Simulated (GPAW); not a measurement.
Runs of GPAW 26.7.0 on CdS (Greenockite). Symmetry: P6_3mc, No. 186, hexagonal system. Conventional cell: a = 4.150 Å, b = 4.150 Å, c = 6.737 Å, α = 90.00°, β = 90.00°, γ = 120.00°. Around Cd (site symmetry 3m) lie 4 S at 2.53 to 2.54 Å. S (site symmetry 3m) has 4 Cd at 2.53 to 2.54 Å as nearest neighbours. 

| task | level | potentials or basis | cell | cutoff (eV) | smearing | response ecut | maxiter | response k mesh | response bands | kernels | gap on the mesh (eV) | pressure (GPa) | largest force (eV/Å) |
| --- | --- | --- | --- | --- | --- | --- | --- | --- | --- | --- | --- | --- | --- |
| dielectric tensor | AM05 | PAW data sets generated in the run's folder for this functional, pw | as given | 450 | fermi-dirac 0.001 eV | 80 eV | 150 | 9 × 9 × 5 | 58 | ["RPA"] | 1.16 | - | - |
| dielectric tensor | RPBE | the program's PAW data sets (release 1.2.1) made for this functional, pw | as given | 450 | fermi-dirac 0.001 eV | 80 eV | 150 | 9 × 9 × 5 | 58 | ["RPA"] | 1.36 | - | - |
| relaxation of cell and atoms | PBEsol | PAW data sets generated in the run's folder for this functional, pw | relaxed to 2 GPa | 600 | fermi-dirac 0.05 eV | - | 150 | - | - | - | 1.14 | 2.0 | - |
| relaxation of cell and atoms | PBEsol | PAW data sets generated in the run's folder for this functional, pw | relaxed to 5 GPa | 600 | fermi-dirac 0.05 eV | - | 150 | - | - | - | 1.22 | 5.0 | 0.01 |
| dielectric tensor | PBEsol | PAW data sets generated in the run's folder for this functional, pw | as given | 450 | fermi-dirac 0.001 eV | 80 eV | 150 | 9 × 9 × 5 | 58 | ["RPA"] | 1.04 | - | - |
| dielectric tensor | LDA | the program's PAW data sets (release 1.2.1) made for this functional, pw | as given | 450 | fermi-dirac 0.001 eV | 80 eV | 150 | 9 × 9 × 5 | 58 | ["RPA"] | 0.89 | - | - |
| single point | LDA | the program's PAW data sets (release 1.2.1) made for this functional, pw | as given | 500 | fermi-dirac 0.05 eV | - | 120 | - | - | - | 0.89 | -3.6 | 0.06 |
| relaxation of cell and atoms | PBEsol | PAW data sets generated in the run's folder for this functional, pw | relaxed to 30 GPa | 600 | fermi-dirac 0.05 eV | - | 150 | - | - | - | 0.90 | 29.9 | - |
| relaxation of cell and atoms | PBEsol | PAW data sets generated in the run's folder for this functional, pw | relaxed | 600 | fermi-dirac 0.05 eV | - | 150 | - | - | - | 1.08 | -0.1 | - |
| relaxation of cell and atoms | PBEsol | PAW data sets generated in the run's folder for this functional, pw | relaxed to 10 GPa | 600 | fermi-dirac 0.05 eV | - | 150 | - | - | - | (b) | 10.0 | 0.02 |
| relaxation of cell and atoms | PBEsol | PAW data sets generated in the run's folder for this functional, pw | relaxed to 20 GPa | 600 | fermi-dirac 0.05 eV | - | 150 | - | - | - | (a) | 20.0 | 0.02 |

Alike in all rows: no spin polarisation; k mesh 6 × 6 × 3.

Question: Fill in the values left out.

Answer: (a) 1.47; (b) 1.33.

Caveats: later steps reuse the first step's grids (some runs); the long-wavelength limit can be off by several per cent where d states take part (some runs); an odd mesh through Γ misses points on the zone boundary, where band edges often lie (some runs); the cutoff is short for stress and forces, so pressures can be off by a GPa or more (some runs).

A k mesh can miss the band edges, and the runs leave out spin-orbit coupling on Cd.

Runs at the PBE level aren't shown here.
